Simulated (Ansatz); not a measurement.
# interstitial Cu in Al: hop to the nearest equivalent void, part 2 of 2

Wanted: the energy profile along the hop to the nearest equivalent void, from relaxed end points and a band of images. The host cell (fcc) has 32 atoms; the extra atom is the last.

Ansatz 0.2.0; DFT PBEsol, plane waves, PAW, scalar-relativistic, no spin polarisation. Earlier steps stand in the parts before.

## 6. Nudged elastic band

crystal.atoms is end A as relaxed above, and neb.final_atoms is end B. With 3 inner images the band has 5 in all.

input.yaml reads:

```yaml
crystal:
  lattice:
    - [8.1, 0.0, 0.0]
    - [0.0, 8.1, 0.0]
    - [0.0, 0.0, 8.1]
  atoms:
    - { symbol: Al, position: [0.5025256, -3.21e-06, 0.00013685] }
    - { symbol: Al, position: [0.74968, 0.24704975, 0.00011503] }
    - { symbol: Al, position: [0.74966185, -2.74e-06, 0.24719352] }
    - { symbol: Al, position: [-0.00334142, -1.99e-06, 9.865e-05] }
    - { symbol: Al, position: [0.24957156, 0.24071145, 0.00021186] }
    - { symbol: Al, position: [0.50898433, 0.49999581, 0.00020718] }
    - { symbol: Al, position: [0.74967873, 0.75294338, 0.00011547] }
    - { symbol: Al, position: [0.24955186, -5.98e-06, 0.24084458] }
    - { symbol: Al, position: [0.50342603, 0.24609856, 0.24625943] }
    - { symbol: Al, position: [0.74933691, 0.49999621, 0.24083059] }
    - { symbol: Al, position: [0.50896858, -6.11e-06, 0.50016205] }
    - { symbol: Al, position: [0.74935501, 0.24070976, 0.50014955] }
    - { symbol: Al, position: [0.7496916, -2.34e-06, 0.75309283] }
    - { symbol: Al, position: [-0.00960524, 0.49999709, 0.00021829] }
    - { symbol: Al, position: [0.24957018, 0.7592832, 0.000212] }
    - { symbol: Al, position: [-0.00413807, 0.24634043, 0.24649858] }
    - { symbol: Al, position: [0.24986838, 0.49999869, 0.21142358] }
    - { symbol: Al, position: [0.50342788, 0.75389451, 0.24625742] }
    - { symbol: Al, position: [-0.00960112, -5.67e-06, 0.50013341] }
    - { symbol: Al, position: [0.24987074, 0.21104096, 0.50006564] }
    - { symbol: Al, position: [0.53774856, 0.49999805, 0.50009926] }
    - { symbol: Al, position: [0.74935441, 0.75928485, 0.50014994] }
    - { symbol: Al, position: [0.24959308, -5.7e-06, 0.75939975] }
    - { symbol: Al, position: [0.50336972, 0.24616062, 0.75400119] }
    - { symbol: Al, position: [0.74937479, 0.49999661, 0.75940871] }
    - { symbol: Al, position: [-0.00414125, 0.7536538, 0.24649576] }
    - { symbol: Al, position: [-0.04022164, 0.49999954, 0.50003464] }
    - { symbol: Al, position: [0.24986959, 0.78893668, 0.50006622] }
    - { symbol: Al, position: [-0.00404172, 0.24642986, 0.7537268] }
    - { symbol: Al, position: [0.24987217, 0.49999914, 0.78932874] }
    - { symbol: Al, position: [0.50337186, 0.75383283, 0.75400358] }
    - { symbol: Al, position: [-0.0040453, 0.75356482, 0.75373013] }
    - { symbol: Cu, position: [0.24869964, 0.49998771, 0.5003965] }
basis:
  ecutwfc: 420.0
kpoints:
  mp_grid: { grid: [2, 2, 2] }
hamiltonian:
  xc: pbesol
  pseudopotentials: { kind: paw, azcp: { folder: soft_1 } }
scf:
  occupations: { method: gaussian, width: 0.15 }
  lower_state_search: "off"
neb:
  images: 3
  f_tol: 0.05
  initial_path: linear
  max_iterations: 62
  spring: 2.0
  final_atoms:
    - { symbol: Al, position: [0.50346655, -0.00296448, -0.00334163] }
    - { symbol: Al, position: [0.75042979, 0.25026821, -0.0096653] }
    - { symbol: Al, position: [0.75044533, -0.00952484, 0.24983224] }
    - { symbol: Al, position: [-0.00328401, -0.00329386, -0.00365397] }
    - { symbol: Al, position: [0.2497602, 0.24977223, -0.03956197] }
    - { symbol: Al, position: [0.50309643, 0.50308371, -0.00296683] }
    - { symbol: Al, position: [0.75016675, 0.75016, -0.00342779] }
    - { symbol: Al, position: [0.24983588, -0.03814403, 0.25009155] }
    - { symbol: Al, position: [0.53998642, 0.24976026, 0.25014288] }
    - { symbol: Al, position: [0.7504262, 0.50970706, 0.24984334] }
    - { symbol: Al, position: [0.50365297, -0.00316313, 0.50324771] }
    - { symbol: Al, position: [0.75044197, 0.25027918, 0.50955843] }
    - { symbol: Al, position: [0.75018885, -0.0029219, 0.74989551] }
    - { symbol: Al, position: [-0.00297123, 0.50347042, -0.00335795] }
    - { symbol: Al, position: [0.25028035, 0.75041068, -0.00966447] }
    - { symbol: Al, position: [-0.03810078, 0.24984758, 0.25008998] }
    - { symbol: Al, position: [0.24974911, 0.53994323, 0.25014213] }
    - { symbol: Al, position: [0.5097099, 0.75040695, 0.24984362] }
    - { symbol: Al, position: [-0.00343758, -0.00344707, 0.50352731] }
    - { symbol: Al, position: [0.24981003, 0.24982014, 0.53850329] }
    - { symbol: Al, position: [0.5033277, 0.5033153, 0.5029057] }
    - { symbol: Al, position: [0.75018379, 0.75017625, 0.50306311] }
    - { symbol: Al, position: [0.25029483, -0.00951229, 0.74974812] }
    - { symbol: Al, position: [0.50969191, 0.25026282, 0.74975845] }
    - { symbol: Al, position: [0.75016036, 0.50354119, 0.74991148] }
    - { symbol: Al, position: [-0.00952143, 0.7504258, 0.24983206] }
    - { symbol: Al, position: [-0.00316807, 0.50365504, 0.50326254] }
    - { symbol: Al, position: [0.25029176, 0.75042226, 0.50955797] }
    - { symbol: Al, position: [-0.00950936, 0.25028248, 0.74974792] }
    - { symbol: Al, position: [0.2502752, 0.50968823, 0.74975829] }
    - { symbol: Al, position: [0.50355372, 0.75015319, 0.74991189] }
    - { symbol: Al, position: [-0.00290654, 0.75018164, 0.74989518] }
    - { symbol: Cu, position: [0.25102078, 0.25097375, 0.24943401] }
  order_check: true
```

Command:

```
$ ansatz run input.yaml --threads 2 --pin off --max-ram 5120MiB --backend cpu --events-out ev --progress --plain --runs-dir out
```

Standard output (excerpt; [...] marks lines left out):

```text
Warning: neb: disabling space-group detection — the band's intermediate images generally break the endpoint symmetry, so no spatial operation reduces the k-mesh or symmetrises the density, except that a semilocal band can use its path's symmetry ahead of convergence; time reversal is [...]
Warning: <dir> the record states the generating functional pbe (its physics header spells it `PBE`), which answers neither for hamiltonian.xc's functional nor for the pbesol family's — results may be inconsistent (PPs are generated against a specific XC)
[...]
Warning: RAYON_NUM_THREADS=2 ignored (pool sized by the plan → 2); use --threads N
[...]
Pseudopotentials: kind: paw
Pseudopotential: Al, paw, valence charge 3, recommended cutoff 420 eV (normal), <dir>
Pseudopotential: Cu, paw, valence charge 19, recommended cutoff 420 eV (normal), <dir>
Functional definition: PBEsol
[...]
parallel-image band execution: 2 concurrent image workers
NEB image 0
Crystal: 33 atoms, lattice volume = 531.441 Å³
Basis set: ecut = 420 eV, 10395 PW (Γ), exchange–correlation on 120×120×120 points (8 copies of the dense FFT grid, shifted against one another)
[...]
NSCF: frozen V_eff on 8 k-points
NEB end point (image 0): max|allowed force component| = 2.338e-2 eV/Å (the criterion of neb.relax_end_points is 1.000e-2)
NEB end point (image 4): max|allowed force component| = 2.278e-2 eV/Å (the criterion of neb.relax_end_points is 1.000e-2)
NEB image 1
[...]
NEB image 2
[...]
NEB image 3
[...]
NEB iter   1: max|band force component| = 1.177e1 eV/Å  barrier→ = 8.3840 eV  barrier← = 8.3833 eV  Δτ_max = 0.1986 Å  (61 SCF iters)
[...]
NEB iter   4: max|band force component| = 5.367e-1 eV/Å  barrier→ = 1.2901 eV  barrier← = 1.2895 eV  Δτ_max = 0.0373 Å  (22 SCF iters)
[...]
NEB iter   7: max|band force component| = 4.399e-1 eV/Å  barrier→ = 1.2144 eV  barrier← = 1.2138 eV  CI = image 2  Δτ_max = 0.0313 Å  (19 SCF iters)
[...]
NEB iter  10: max|band force component| = 2.356e-1 eV/Å  barrier→ = 0.9907 eV  barrier← = 0.9900 eV  CI = image 2  Δτ_max = 0.0979 Å  (20 SCF iters)
NEB iter  11: max|band force component| = 8.173e-2 eV/Å  barrier→ = 0.9718 eV  barrier← = 0.9712 eV  CI = image 2  Δτ_max = 0.0268 Å  (21 SCF iters)
NEB iter  12: max|band force component| = 2.848e-2 eV/Å  barrier→ = 0.9683 eV  barrier← = 0.9677 eV  CI = image 2  Δτ_max = 0.0081 Å  (18 SCF iters)
NEB image 2
[...]
NEB image 1
NSCF: frozen V_eff on 8 k-points
NEB image 3
NSCF: frozen V_eff on 8 k-points
NEB image 2
```

## 7. More of the same log: band between the two ends

Output, continued (excerpt; [...] marks lines left out):

```text
NSCF: frozen V_eff on 8 k-points
[...]
NEB image 2, as the band closes
[...]
NEB point 1 about image 2
[...]
NEB point 2 about image 2
[...]
NEB point 3 about image 2
[...]
NEB point 4 about image 2
[...]
NEB point 5 about image 2
[...]
NEB point 6 about image 2
[...]
NEB point 7 about image 2
[...]
NEB point 8 about image 2
[...]
NEB point 9 about image 2
[...]
NEB point 10 about image 2
[...]
NEB point 11 about image 2
[...]
NEB point 12 about image 2
[...]
NEB point 13 about image 2
[...]
NEB point 14 about image 2
[...]
NEB point 15 about image 2
[...]
NEB point between images 0 and 1
[...]
NEB point between images 1 and 2
[...]
NEB point between images 2 and 3
[...]
NEB point between images 3 and 4
[...]
NEB point between images 0 and 1
[...]
NEB point between images 0 and 1
[...]
NEB point between images 1 and 2
[...]
NEB point between images 1 and 2
[...]
    - { symbol: Al, position: [0.24999757930119423, 0.013117054034258082, 0.8005898499404253] }
    - { symbol: Al, position: [0.5045292879633159, 0.2451687054553376, 0.7533963859012504] }
    - { symbol: Al, position: [0.7499216808031594, 0.4967730320505196, 0.7533863717840126] }
    - { symbol: Al, position: [-0.03519234816280056, 0.762259801137603, 0.24648990190631928] }
    - { symbol: Al, position: [-0.001900435715458637, 0.5033490183736871, 0.49375044757029907] }
    - { symbol: Al, position: [0.2498359732754283, 0.7839111392564124, 0.5267602921464044] }
    - { symbol: Al, position: [-0.004791398361257158, 0.24514322995094043, 0.7534028745033549] }
    - { symbol: Al, position: [0.24986410249500815, 0.4777082179130244, 0.7270636760007854] }
    - { symbol: Al, position: [0.5086583319983082, 0.7458824049340994, 0.745612177792539] }
    - { symbol: Al, position: [-0.008929518144573021, 0.7458367798046656, 0.7455964790667212] }
    - { symbol: Cu, position: [0.24987269658691524, 0.37538359798230986, 0.3748930882059804] }
```

It took 17 min on 2 threads of Arm Neoverse V2, shared host; peak memory 2 GiB.

## 8. The band, image by image

The 3 inner images lie between the fixed ends 0 and 4. Energy is taken from image 0, and the path length is the program's own coordinate along the band.

| image | path (Å) | energy (eV) | Cu33 x y z (Å) | band force (eV/Å) |
| --- | --- | --- | --- | --- |
| 0 | 0.000 | 0.0000 | 2.01 4.05 4.05 | - |
| 1 | 1.179 | 0.4674 | 2.02 3.49 3.71 | 0.015 |
| 2* | 2.355 | 0.9678 | 2.02 3.04 3.04 | 0.008 |
| 3 | 3.531 | 0.4657 | 2.02 2.60 2.37 | 0.010 |
| 4 | 4.705 | 0.0007 | 2.03 2.03 2.02 | - |

The star marks the climbing image.

image, energy (eV) and a bar:
```
        0      0.000 
        1      0.467 ##############
        2      0.968 ##############################
        3      0.466 ##############
        4      0.001
```

How the highest energy settled:

```csv
iteration,highest image above image 0 (eV),largest band force (eV/Å)
1,8.3840,11.766
2,3.3148,5.389
3,1.6118,1.844
4,1.2901,0.537
5,1.2552,0.070
6,1.2538,0.011
7,1.2144,0.440
8,1.1895,0.234
9,1.0446,0.314
10,0.9907,0.236
11,0.9718,0.082
12,0.9683,0.028
13,0.9678,0.015
```

The band as a trajectory file:

```xyz
33
Lattice="8.100 0.000 0.000 0.000 8.100 0.000 0.000 0.000 8.100" Properties=species:S:1:pos:R:3 pbc="T T T" image=0 dE=0.0000
Al    4.070    0.000    0.001
Al    6.072    2.001    0.001
Al    6.072    0.000    2.002
Al   -0.027    0.000    0.001
Al    2.022    1.950    0.002
Al    4.123    4.050    0.002
Al    6.072    6.099    0.001
Al    2.021    0.000    1.951
Al    4.078    1.993    1.995
Al    6.070    4.050    1.951
Al    4.123    0.000    4.051
Al    6.070    1.950    4.051
Al    6.073    0.000    6.100
Al   -0.078    4.050    0.002
Al    2.022    6.150    0.002
Al   -0.034    1.995    1.997
Al    2.024    4.050    1.713
Al    4.078    6.107    1.995
Al   -0.078    0.000    4.051
Al    2.024    1.709    4.051
Al    4.356    4.050    4.051
Al    6.070    6.150    4.051
Al    2.022    0.000    6.151
Al    4.077    1.994    6.107
Al    6.070    4.050    6.151
Al   -0.034    6.105    1.997
Al   -0.326    4.050    4.050
Al    2.024    6.390    4.051
Al   -0.033    1.996    6.105
Al    2.024    4.050    6.394
Al    4.077    6.106    6.107
Al   -0.033    6.104    6.105
Cu    2.014    4.050    4.053
33
Lattice="8.100 0.000 0.000 0.000 8.100 0.000 0.000 0.000 8.100" Properties=species:S:1:pos:R:3 pbc="T T T" image=1 dE=0.4674
Al    4.099    0.045    0.029
Al    6.073    2.038    0.011
Al    6.073    0.122    1.996
Al   -0.052    0.045    0.029
Al    2.023    2.101    0.060
Al    4.094    4.073   -0.038
Al    6.073    6.097   -0.048
Al    2.024   -0.197    1.842
Al    3.945    2.072    2.110
Al    6.073    4.021    1.967
Al    4.238   -0.088    4.062
Al    6.072    2.025    4.086
Al    6.073   -0.006    6.127
Al   -0.048    4.073   -0.038
Al    2.022    6.109   -0.253
Al    0.100    2.072    2.110
Al    2.024    4.496    1.676
Al    4.217    6.149    1.971
Al   -0.194   -0.088    4.062
Al    2.021    1.235    4.077
Al    4.265    4.105    4.079
Al    6.073    6.067    4.068
Al    2.024    0.051    6.311
Al    4.091    1.991    6.099
Al    6.072    4.047    6.134
Al   -0.171    6.149    1.972
Al   -0.220    4.104    4.079
Al    2.022    6.185    4.113
Al   -0.046    1.990    6.100
Al    2.023    3.986    6.103
Al    4.096    6.100    6.082
Al   -0.051    6.101    6.082
Cu    2.022    3.486    3.706
33
Lattice="8.100 0.000 0.000 0.000 8.100 0.000 0.000 0.000 8.100" Properties=species:S:1:pos:R:3 pbc="T T T" image=2 dE=0.9678
Al    4.121    0.035    0.035
Al    6.074    2.051   -0.027
Al    6.074    0.130    1.982
Al   -0.072    0.034    0.035
Al    2.024    2.208    0.186
Al    4.087    4.091   -0.027
Al    6.074    6.098   -0.076
Al    2.025   -0.271    1.811
Al    4.062    1.997    2.076
Al    6.074    3.994    1.974
Al    4.330   -0.098    4.078
Al    6.074    2.081    4.101
Al    6.074   -0.023    6.149
Al   -0.038    4.091   -0.027
Al    2.024    5.970   -0.410
Al   -0.014    1.997    2.076
Al    2.025    4.981    1.883
Al    4.334    6.175    1.996
Al   -0.283   -0.099    4.079
Al    2.023    1.102    4.194
Al    4.063    4.078    3.999
Al    6.074    5.947    4.095
Al    2.025    0.106    6.485
Al    4.087    1.986    6.103
Al    6.074    4.024    6.102
Al   -0.285    6.174    1.997
Al   -0.015    4.077    3.999
Al    2.024    6.350    4.267
Al   -0.039    1.986    6.103
Al    2.024    3.869    5.889
Al    4.120    6.042    6.039
Al   -0.072    6.041    6.039
Cu    2.024    3.041    3.037
33
Lattice="8.100 0.000 0.000 0.000 8.100 0.000 0.000 0.000 8.100" Properties=species:S:1:pos:R:3 pbc="T T T" image=3 dE=0.4657
Al    4.099   -0.024   -0.007
Al    6.076    2.029   -0.059
Al    6.075    0.010    2.008
Al   -0.047   -0.024   -0.008
Al    2.026    2.088   -0.028
Al    4.094    4.086   -0.023
Al    6.076    6.081   -0.053
Al    2.026   -0.108    1.964
Al    4.266    1.970    1.996
Al    6.075    4.049    1.990
Al    4.216   -0.072    4.104
Al    6.075    2.055    4.108
Al    6.076   -0.021    6.122
Al   -0.042    4.084   -0.022
Al    2.025    6.028   -0.237
Al   -0.215    1.969    1.996
Al    2.027    4.849    1.999
Al    4.246    6.164    2.013
Al   -0.166   -0.073    4.105
Al    2.024    1.589    4.399
Al    3.947    4.004    3.965
Al    6.075    5.956    4.081
Al    2.026   -0.032    6.324
Al    4.097    2.004    6.113
Al    6.075    4.037    6.064
Al   -0.193    6.165    2.013
Al    0.104    4.003    3.964
Al    2.025    6.271    4.235
Al   -0.047    2.003    6.114
Al    2.026    3.975    6.016
Al    4.101    6.030    6.046
Al   -0.050    6.031    6.046
Cu    2.025    2.598    2.367
33
Lattice="8.100 0.000 0.000 0.000 8.100 0.000 0.000 0.000 8.100" Properties=species:S:1:pos:R:3 pbc="T T T" image=4 dE=0.0007
Al    4.078   -0.024   -0.027
Al    6.078    2.027   -0.078
Al    6.079   -0.077    2.024
Al   -0.027   -0.027   -0.030
Al    2.023    2.023   -0.320
Al    4.075    4.075   -0.024
Al    6.076    6.076   -0.028
Al    2.024   -0.309    2.026
Al    4.374    2.023    2.026
Al    6.078    4.129    2.024
Al    4.080   -0.026    4.076
Al    6.079    2.027    4.127
Al    6.077   -0.024    6.074
Al   -0.024    4.078   -0.027
Al    2.027    6.078   -0.078
Al   -0.309    2.024    2.026
Al    2.023    4.374    2.026
Al    4.129    6.078    2.024
Al   -0.028   -0.028    4.079
Al    2.023    2.024    4.362
Al    4.077    4.077    4.074
Al    6.076    6.076    4.075
Al    2.027   -0.077    6.073
Al    4.129    2.027    6.073
Al    6.076    4.079    6.074
Al   -0.077    6.078    2.024
Al   -0.026    4.080    4.076
Al    2.027    6.078    4.127
Al   -0.077    2.027    6.073
Al    2.027    4.128    6.073
Al    4.079    6.076    6.074
Al   -0.024    6.076    6.074
Cu    2.033    2.033    2.020
```

## 9. Summary of results

The summary covers parts 1 to 2.

| quantity | value |
| --- | --- |
| end A | 3 moves, 4.137 eV lower |
| end B | 3 moves, 4.022 eV lower |
| barrier forwards | 0.968 eV |
| barrier backwards | 0.967 eV |
| second end relative to first | +0.001 eV |
| highest image | 2 of 0 to 4, climbing |
| band iterations | 13 |
| lowest curvatures at the top | -0.73 and 0.55 eV/Å² |

**Reading.** Along this path the system climbs 0.97 eV from the first end (37 kT at 300 K); with a typical attempt rate of 10^13 per second that is roughly 10^-3 events a second. Both ends agree in energy to 1 meV. The program found one negative curvature at the climbing image, so it is a first-order saddle. The value is not shown to be converged in cell size (33 atoms) or k-mesh.
